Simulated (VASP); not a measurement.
Runs of VASP 6.6.1 on BaTiO3. The structure is cubic, space group Pm-3m (No. 221). The conventional cell has a = 4.006 Å, b = 4.006 Å, c = 4.006 Å, α = 90.00°, β = 90.00°, γ = 90.00°. Ba (site symmetry m-3m) is surrounded by 12 O at 2.83 Å. Ti (site symmetry m-3m) is surrounded by 6 O at 2.00 Å. O (site symmetry 4/mmm) is surrounded by 2 Ti at 2.00 Å. 

| cell | target pressure | gap on the mesh (eV) | pressure (GPa) |
| --- | --- | --- | --- |
| relaxed to 5 GPa | 5 GPa | (a) | 4.9 |
| relaxed to 30 GPa | 30 GPa | 1.92 | 30.0 |
| relaxed | - | 1.84 | 0.0 |
| relaxed to 20 GPa | 20 GPa | 1.91 | 20.0 |
| relaxed to 10 GPa | 10 GPa | 1.89 | 10.0 |
| relaxed to 2 GPa | 2 GPa | (b) | 2.0 |

Alike in all rows: task relaxation of cell and atoms; level PBEsol; potentials or basis VASP PAW PBE potentials, release 64 (Ba_sv, Ti_sv, O); no spin polarisation; k mesh 5 × 5 × 5; cutoff (eV) 600; smearing fermi-dirac 0.05 eV.

Task: Fill in the values left out.

Result: (a) 1.87; (b) 1.86.

Caveats: the PAW data sets were made with another functional, which shifts forces and pressure a little; spin-orbit coupling is left out, which moves the levels of the heavy elements; an odd mesh through Γ misses points on the zone boundary, where band edges often lie; the cell is relaxed towards a set pressure, so the enthalpy falls and the energy may rise (some runs).

A k mesh can miss the band edges, and the runs leave out spin-orbit coupling on Ba.
